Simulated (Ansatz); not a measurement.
Input deck for Ansatz 0.2.0, then the block of the output on the nuclei.

The cell is a structure deposited in the COD, relaxed with PBE at fixed cell and then changed (volume scaled by 1.06, ions relaxed).

```yaml
crystal:
  lattice:
    - [5.2979091092, 0.0, 0.0]
    - [-2.6489545546, 4.5881238755, 0.0]
    - [0.0, 0.0, 2.9680929261]
  atoms:
    - { symbol: Ta, position: [0.3333333333, 0.6666666667, 0.5], spin: 2.0 }
    - { symbol: Ta, position: [0.6666666667, 0.3333333333, 0.5], spin: 2.0 }
    - { symbol: Ta, position: [0.0, 0.0, 0.0], spin: 2.0 }
    - { symbol: "N", position: [0.3931829326, 0.0, 0.0] }
    - { symbol: "N", position: [0.6068170674, 0.6068170674, 0.0] }
    - { symbol: "N", position: [0.0, 0.3931829326, 0.0] }
magnetization:
  spin_polarized: true
kpoints:
  mp_grid: { grid: [10, 10, 16] }
scf:
  occupations: { method: fermi_dirac, width: 0.05 }
hamiltonian:
  xc: pbe
  pseudopotentials: { kind: paw }
output:
  forces: true
  stress: true
  populations: true
  efg:
    quadrupole_moments_barn: { Ta: 3.17, "N": 0.02044 }
    contact_densities: true
relax:
  f_tol: 0.02
  max_steps: 60
```

```sh
ansatz run input.yaml --threads 1 --pin off --max-ram 3072MiB --backend cpu --events-out ev --progress --plain --runs-dir out
```

The run relaxes the ions first, and the block belongs to the relaxed positions.

Of the output, the block on the nuclei alone is shown; the set-up, the SCF iterations, energies, forces and stress are cut.

```
--- PAW observables at the nuclei: V_zz in 10²¹ V/m², potentials from the cell's mean, atoms counted from 1 ---
  atom   1  Ta V_zz =   -17.391814   η = 0.0000   by run symmetry: allowed   C_q = -1333.0870 MHz
            electrostatic potential = -14497.447726 V   contact ρ = 8154426.173569 e/Å³   contact ρ_s (e/Å³): all electrons -0.000005, valence +0.000000
  atom   2  Ta V_zz =   -17.391814   η = 0.0000   by run symmetry: allowed   C_q = -1333.0870 MHz
            electrostatic potential = -14497.447726 V   contact ρ = 8154426.173569 e/Å³   contact ρ_s (e/Å³): all electrons -0.000005, valence +0.000000
  atom   3  Ta V_zz =   +13.222335   η = 0.0000   by run symmetry: allowed   C_q = +1013.4954 MHz
            electrostatic potential = -14498.114983 V   contact ρ = 8154491.964039 e/Å³   contact ρ_s (e/Å³): all electrons -0.000003, valence +0.000000
  atom   4  N  V_zz =    -1.544449   η = 0.2758   by run symmetry: allowed   C_q = -0.7633 MHz
            electrostatic potential = -527.070689 V   contact ρ = 1414.216476 e/Å³   contact ρ_s (e/Å³): all electrons +0.000000, valence +0.000000
  atom   5  N  V_zz =    -1.544449   η = 0.2758   by run symmetry: allowed   C_q = -0.7633 MHz
            electrostatic potential = -527.070689 V   contact ρ = 1414.216476 e/Å³   contact ρ_s (e/Å³): all electrons +0.000000, valence +0.000000
  atom   6  N  V_zz =    -1.544449   η = 0.2758   by run symmetry: allowed   C_q = -0.7633 MHz
            electrostatic potential = -527.070689 V   contact ρ = 1414.216476 e/Å³   contact ρ_s (e/Å³): all electrons +0.000000, valence +0.000000
```

The relaxation (3 steps) took 99 s of wall time (96 s of CPU time) and 0.88 GiB at its peak, on 1 thread of AMD EPYC 9R14 (Zen 4) (x86_64; 16 cores open to the job, memory cap 3.0 GiB, no GPU), a shared host with a load of 0.1 a core.

The run finds no gap above 0.1 eV (a metal, or nearly one), so the gradients can move by 10 % or more with the k-mesh. Without spin–orbit coupling the gradients at and beside Ta can be off by some per cent, at some sites by more. With these PAW files V_zz is typically within 2 to 3 % of all-electron values, but misses above 10 % occur on Ta. At this changed cell the PBE pressure is -12 GPa. The start moments die out, and the run ends without spin.
